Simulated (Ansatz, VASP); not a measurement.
One calculation of Hf, two programs

Contents of INCAR:

```
SYSTEM = Hf
  PREC = Accurate
  ENCUT = 600
  EDIFF = 1E-6
  ISMEAR = -1
  SIGMA = 0.05
  LREAL = .False.
  LASPH = .True.
  NELM = 80
  ALGO = Normal
  ISIF = 3
  LWAVE = .False.
  LCHARG = .False.
  GGA = PE
  IBRION = 2
  NSW = 60
  EDIFFG = -0.005
```

The input KPOINTS:

```
regular mesh
0
Gamma
  10 10 5
  0 0 0
```

File POSCAR:

```
Hf
1.0
    3.1967000000      0.0000000000      0.0000000000
   -1.5983500000      2.7684234083      0.0000000000
    0.0000000000      0.0000000000      5.0578000000
Hf
2
Direct
    0.6666666667      0.3333333333      0.7500000000
    0.3333333333      0.6666666667      0.2500000000
```

input.yaml

```yaml
crystal:
  lattice:
    - [3.1967, 0.0, 0.0]
    - [-1.59835, 2.7684234083, 0.0]
    - [0.0, 0.0, 5.0578]
  atoms:
    - { symbol: Hf, position: [0.6666666667, 0.3333333333, 0.75] }
    - { symbol: Hf, position: [0.3333333333, 0.6666666667, 0.25] }
hamiltonian:
  xc: pbe
  pseudopotentials: { kind: paw }
kpoints:
  mp_grid: { grid: [10, 10, 5] }
scf:
  occupations: { method: fermi_dirac, width: 0.05 }
output:
  forces: true
  stress: true
  write_density: true
  write_potential: true
  elf: true
  volumetric_format: npy
relax:
  f_tol: 0.01
  max_steps: 40
  cell: { stress_tol: 0.05 }
```

Alike in both runs: task relaxation of cell and atoms; functional PBE; k mesh 10 × 10 × 5; occupations fermi-dirac, width 0.05 eV; no spin polarisation.

```csv
,VASP,Ansatz
version,VASP 6.6.1,Ansatz 0.2.0
potentials or method,"VASP PAW PBE potentials, release 64 (Hf_sv_GW)",Ansatz PAW
plane-wave cutoff (eV),600,420
valence electrons in the cell,24,52
```

Ansatz gave:

* gap on the k mesh at the Fermi level, each at its own relaxed structure (eV): none
* relaxed volume (Å³/atom): 22.51
* relaxed cell length with the largest relative difference (Å): 5.059

**Question.** Which values does VASP return?

**Answer.** gap on the k mesh at the Fermi level, each at its own relaxed structure (eV): none; relaxed volume (Å³/atom): 22.45; relaxed cell length with the largest relative difference (Å): 5.052.

A gap of «none» marks a metal or a gap that the smearing closes. The two sets of potentials don't hold the same shells in valence.

Caveats: the plane-wave basis is chosen anew once the cell has moved, so the energies of steps on either side of that aren't comparable (Ansatz). The runs have no spin-orbit coupling, so splittings on Hf are missing.
